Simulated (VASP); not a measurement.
# BaTe (Fm-3m) in VASP: further runs

The runs below take BaTe through single point, with r2SCAN.

All numbers are computed with VASP 6.6.1; they aren't measurements. Logs are shortened: lines on timing, memory, paths and dates and some standing lists are left out, and cuts for length are marked.

### 1 The crystal as given

It takes space group Fm-3m (No. 225, cubic). Conventional cell: a = 6.820 Å, b = 6.820 Å, c = 6.820 Å, α = 90.00°, β = 90.00°, γ = 90.00°. Around Ba (site symmetry m-3m) lie 6 Te at 3.41 Å. Te (site symmetry m-3m) has 6 Ba at 3.41 Å as nearest neighbours.

### 2 Single point, r2SCAN

INCAR reads:

```
SYSTEM = BaTe
ADDGRID  = .FALSE.      
ALGO     = Normal         ! electronic algorithm
EDIFF    = 1E-6           ! SCF threshold, eV
ENCUT    = 450            ! plane-wave cutoff, eV
ISIF     = 2              ! what is computed and relaxed
ISMEAR   = 0              ! smearing method
LASPH    = .TRUE.         ! aspherical terms in the spheres
LCHARG   = .FALSE.        ! write CHGCAR
LMIXTAU  = .TRUE.       
LREAL    = .FALSE.        ! projectors in reciprocal space
LWAVE    = .FALSE.        ! write WAVECAR
METAGGA  = R2SCAN         ! meta-GGA
NELM     = 100            ! most SCF steps
PREC     = Normal         ! precision mode
SIGMA    = 0.05           ! smearing width, eV
```

KPOINTS reads:

```
k-points
0
G
  5 5 5
  0 0 0
```

POSCAR reads:

```
BaTe
1.0
    0.0000000000      3.4100000000      3.4100000000
    3.4100000000      0.0000000000      3.4100000000
    3.4100000000      3.4100000000      0.0000000000
Ba Te
1 1
Direct
   -0.0114420000     -0.0073020000      0.0189620000
    0.5174540000      0.4974090000      0.5124580000
```

Potentials or basis: VASP PAW PBE potentials, release 64 (Ba_sv, Te).

Started as:

```console
$ cat potpaw_PBE.64/Ba_sv/POTCAR potpaw_PBE.64/Te/POTCAR > POTCAR
$ mpirun -np 1 vasp_std > vasp.out
```

OUTCAR:

```text
SYSTEM = BaTe
   EDIFF = 1E-6
   ENCUT = 450
   ISIF = 2
   ISMEAR = 0
   LASPH = .TRUE.
   LREAL = .FALSE.
   METAGGA = R2SCAN
   NELM = 100
   PREC = Normal

 Found     63 irreducible k-points:

 Following reciprocal coordinates:
            Coordinates               Weight
  0.000000  0.000000  0.000000      1.000000
  0.200000  0.000000  0.000000      2.000000
  0.000000  0.200000  0.000000      2.000000
  0.000000  0.000000  0.200000      2.000000
  0.200000  0.200000  0.200000      2.000000
  0.400000  0.000000  0.000000      2.000000
   k-points           NKPTS =     63   k-points in BZ     NKDIM =     63   number of bands    NBANDS=     12
   number of dos      NEDOS =    301   number of ions     NIONS =      2
   total plane-waves  NPLWV =  21952
   dimension x,y,z NGX =    28 NGY =   28 NGZ =   28
   dimension x,y,z NGXF=    56 NGYF=   56 NGZF=   56
   ions per type =               1   1
   NGX,Y,Z   is equivalent  to a cutoff of   9.65,  9.65,  9.65 a.u.
   NGXF,Y,Z  is equivalent  to a cutoff of  19.30, 19.30, 19.30 a.u.
 SYSTEM =  BaTe
   PREC   = normal    normal or accurate (medium, high low for compatibility)
   ISTART =      0    job   : 0-new  1-cont  2-samecut
   ICHARG =      2    charge: 1-file 2-atom 10-const
   ISPIN  =      1    spin polarized calculation?
   LNONCOLLINEAR =      F non collinear calculations
   LSORBIT =      F    spin-orbit coupling
   LASPH  =      T    aspherical Exc in radial PAW
   ENCUT  =  450.0 eV  33.07 Ry    5.75 a.u.   8.34  8.34  8.34*2*pi/ulx,y,z
   NELM   =    100;   NELMIN=  2; NELMDL= -5     # of ELM steps
   EDIFF  = 0.1E-05   stopping-criterion for ELM
   LREAL  =      F    real-space projection
   EDIFFG = 0.1E-04   stopping-criterion for IOM
   NSW    =      0    number of steps for IOM
   IBRION =     -1    ionic relax: 0-MD 1-quasi-New 2-CG
   NFREE  =      0    steps in history (QN), initial steepest desc. (CG)
   ISIF   =      2    stress and relaxation
   ISYM   =      2    0-nonsym 1-usesym 2-fastsym
   POTIM  = 0.5000    time-step for ionic-motion
   TEBEG  =    0.0;   TEEND  =   0.0 temperature during run
   PSTRESS=    0.0 pullay stress
   NELECT =      16.0000    total number of electrons
   NUPDOWN=      -1.0000    fix difference up-down
   EMIN   =  10.00;   EMAX   =-10.00  energy-range for DOS
   EFERMI =   0.00;   METHOD = LEGACY
   ISMEAR =     0;   SIGMA  =   0.05  broadening in eV -4-tet -1-fermi 0-gaus
   EFERMI_NEDOS =   21; number of points for ismear=-14 and -15
   IALGO  =     38    algorithm
   IMIX   =      4    mixing-type and parameters
     AMIX     =   0.40;   BMIX     =  1.00
     AMIX_MAG =   1.60;   BMIX_MAG =  1.00
  volume/ion in A,a.u.               =      39.65       267.58
  Fermi-wavevector in a.u.,A,eV,Ry     =   0.960175  1.814468 12.543704  0.921936
  Thomas-Fermi vector in A             =   2.089436
   LORBIT       =      0    0 simple, 1 ext, 2 COOP (PROOUT), +10 PAW based schemes
   METAGGA = R2SCAN    functional components
   LHFCALC =     F    Hartree Fock is set to
   AEXX    =    0.0000 exact exchange contribution
   IVDW    =     0    specifies the selected vdW correction
   LEPSILON=     F    determine dielectric tensor
   LRPA    =     F    only Hartree local field effects (RPA)
 non-spin polarized calculation
 Gauss-broadening in eV      SIGMA  =   0.05
  energy-cutoff  :      450.00
  volume of cell :       79.30
 maximum number of plane-waves:      1759
   NGX = 17   NGY = 17   NGZ = 17

 number of electron      16.0000000 magnetization

 Free energy of the ion-electron system (eV)
  ---------------------------------------------------
  ext. energy  EPLUGINS =         0.00000000
  ---------------------------------------------------
  free energy    TOTEN  =       -55.87200414 eV

  energy without entropy =      -55.87200414  energy(sigma->0) =      -55.87200414

 E-fermi :   2.8618     XC(G=0):  -8.9626

 val. band max:        2.5590342799   @ k =   0.0000   0.0000   0.0000
 cond. band min:       4.4004889762   @ k =   0.4000   0.4000   0.0000
 fundamental gap:      1.8414546962
 Fermi energy:         2.8618480525

 k-point     1 :       0.0000    0.0000    0.0000
  band No.  band energies     occupation
      1     -25.0228      2.00000
      2      -9.7858      2.00000
      3      -9.7774      2.00000
      4      -9.7730      2.00000
      5      -7.4103      2.00000
      6       2.5520      2.00000
      7       2.5528      2.00000
      8       2.5590      2.00000
      9       5.8639      0.00000
     10       5.9101      0.00000
     11       5.9222      0.00000
     12       6.5211      0.00000

 k-point     2 :       0.2000    0.0000    0.0000
  band No.  band energies     occupation
      1     -25.0152      2.00000
      2     -10.0395      2.00000
      3      -9.7832      2.00000
      4      -9.7785      2.00000
      5      -7.0266      2.00000
      6       1.4775      2.00000
      7       2.0004      2.00000
      8       2.0098      2.00000
      9       6.0367      0.00000
     10       6.3960      0.00000
     11       6.4134      0.00000
     12       7.8496      0.00000

 k-point     3 :       0.0000    0.2000    0.0000
  band No.  band energies     occupation
      1     -25.0151      2.00000
      2     -10.0430      2.00000
      3      -9.7830      2.00000
      4      -9.7788      2.00000
      5      -7.0228      2.00000
      6       1.4689      2.00000
      7       2.0059      2.00000
      8       2.0367      2.00000
      9       5.9946      0.00000
     10       6.3884      0.00000
     11       6.4053      0.00000
     12       7.8289      0.00000

 k-point     4 :       0.0000    0.0000    0.2000
  band No.  band energies     occupation
      1     -25.0151      2.00000
      2     -10.0429      2.00000
      3      -9.7830      2.00000
      4      -9.7788      2.00000
      5      -7.0229      2.00000
      6       1.4691      2.00000
      7       2.0058      2.00000
      8       2.0360      2.00000
      9       5.9956      0.00000
     10       6.3885      0.00000
     11       6.4055      0.00000
     12       7.8292      0.00000

 k-point     5 :       0.2000    0.2000    0.2000
  band No.  band energies     occupation
      1     -25.0152      2.00000
      2     -10.0399      2.00000
      3      -9.7832      2.00000
      4      -9.7785      2.00000
      5      -7.0261      2.00000
      6       1.4763      2.00000
      7       2.0014      2.00000
      8       2.0129      2.00000
      9       6.0315      0.00000
     10       6.3938      0.00000
     11       6.4135      0.00000
     12       7.8454      0.00000

 k-point     6 :       0.4000    0.0000    0.0000
  band No.  band energies     occupation
      1     -25.0029      2.00000
      2     -10.3612      2.00000
      3      -9.7895      2.00000
      4      -9.7848      2.00000
      5      -6.4722      2.00000
      6       0.3147      2.00000
      7       1.3756      2.00000
      8       1.3809      2.00000
      9       6.8322      0.00000
     10       7.7084      0.00000
     11       7.7208      0.00000
     12       8.6341      0.00000

 [... further k-points ...]
[... 5 lines left out ...]
  --------------------------------------------------------------------------------------
  -------------------------------------------------------------------------------------
  Total        2.1861155      2.3228386      2.4968195      0.0029785     -0.0605280      0.0048005
  in kB       44.1662517     46.9284806     50.4434287      0.0601751     -1.2228510      0.0969847
  external PRESSURE =      47.1793870 kB  Pullay stress =       0.0000000 kB

 VOLUME and BASIS-vectors are now :
 -----------------------------------------------------------------------------
  energy-cutoff  :      450.00
  volume of cell :       79.30
      direct lattice vectors                 reciprocal lattice vectors
     0.000000000  3.410000000  3.410000000    -0.146627566  0.146627566  0.146627566
     3.410000000  0.000000000  3.410000000     0.146627566 -0.146627566  0.146627566
     3.410000000  3.410000000  0.000000000     0.146627566  0.146627566 -0.146627566

 POSITION                                       TOTAL-FORCE (eV/Angst)
 -----------------------------------------------------------------------------------
      3.44976      3.43564      6.75608        -0.019975      0.253164      0.390729
      3.44365      3.51200      3.46068         0.019975     -0.253164     -0.390729
 -----------------------------------------------------------------------------------
    total drift:                                0.000233      0.000714      0.001302

  FREE ENERGIE OF THE ION-ELECTRON SYSTEM (eV)
  ---------------------------------------------------
  free  energy   TOTEN  =       -55.8720041426 eV

  energy  without entropy=      -55.8720041426  energy(sigma->0) =      -55.87200414
```

Run time: 4 min. Hardware: 1 thread of AMD EPYC 7R43 (Zen 3), shared host; peak memory 0.16 GiB.

These settings aren't checked as converged: the numbers below hold their error.

Results:

- Free energy: -55.8720 eV
- Pressure: 4.7 GPa
- Largest force: 0.466 eV/Å
- Band gap on the k mesh: 1.84 eV, indirect (least direct gap 2.20 eV)

Caveat: the PAW data sets were made with another functional, which shifts forces and pressure a little; spin-orbit coupling is left out, which moves the levels of the heavy elements; an odd mesh through Γ misses points on the zone boundary, where band edges often lie.

### 3 Single point, r2SCAN

Changes to INCAR since step 2:

```diff
@@ -10,3 +10,3 @@
 LMIXTAU  = .TRUE.       
-LREAL    = .FALSE.        ! projectors in reciprocal space
+LREAL    = Auto         
 LWAVE    = .FALSE.        ! write WAVECAR
@@ -14,3 +14,3 @@
 NELM     = 100            ! most SCF steps
-PREC     = Normal         ! precision mode
+PREC     = Accurate       ! precision mode
 SIGMA    = 0.05           ! smearing width, eV
```

KPOINTS is that of step 2.

POSCAR reads:

```
BaTe
1.0
    0.0000000000      3.4100000000      3.4100000000
    3.4100000000      0.0000000000      3.4100000000
    3.4100000000      3.4100000000      0.0000000000
Ba Te
1 1
Direct
    0.0000000000      0.0000000000      0.0000000000
    0.5000000000      0.5000000000      0.5000000000
```

Potentials or basis: VASP PAW PBE potentials, release 64 (Ba_sv, Te).

Started as:

```console
$ cat potpaw_PBE.64/Ba_sv/POTCAR potpaw_PBE.64/Te/POTCAR > POTCAR
$ mpirun -np 1 vasp_std > vasp.out
```

It took 1.9 min on 1 thread of AMD EPYC 7R43 (Zen 3), shared host; peak memory 0.19 GiB.

These settings aren't checked as converged: the numbers below hold their error.

What came out:

| Property | Result |
| --- | --- |
| Free energy | -55.9042 eV |
| Pressure | 4.5 GPa |
| Band gap on the k mesh | 1.79 eV, indirect (least direct gap 2.17 eV) |

Caveat: the PAW data sets were made with another functional, which shifts forces and pressure a little; spin-orbit coupling is left out, which moves the levels of the heavy elements; an odd mesh through Γ misses points on the zone boundary, where band edges often lie.

### 4 Single point, r2SCAN

INCAR is that of step 3.

KPOINTS is that of step 3.

POSCAR reads:

```
BaTe
1.0
    0.0000000000      3.4100000000      3.4100000000
    3.4100000000      0.0000000000      3.4100000000
    3.4100000000      3.4100000000      0.0000000000
Ba Te
1 1
Direct
   -0.0114420000     -0.0073020000      0.0189620000
    0.5174540000      0.4974090000      0.5124580000
```

Started as:

```console
$ cat potpaw_PBE.64/Ba_sv/POTCAR potpaw_PBE.64/Te/POTCAR > POTCAR
$ mpirun -np 1 vasp_std > vasp.out
```

It took 8.5 min on 1 thread of AMD EPYC 7R43 (Zen 3), shared host; peak memory 0.19 GiB.

These settings aren't checked as converged: the numbers below hold their error.

What came out:

```
Free energy            : -55.8724 eV
Pressure               : 4.7 GPa
Largest force          : 0.465 eV/Å
Band gap on the k mesh : 1.84 eV, indirect (least direct gap 2.20 eV)
```

Caveat: the PAW data sets were made with another functional, which shifts forces and pressure a little; spin-orbit coupling is left out, which moves the levels of the heavy elements; an odd mesh through Γ misses points on the zone boundary, where band edges often lie.
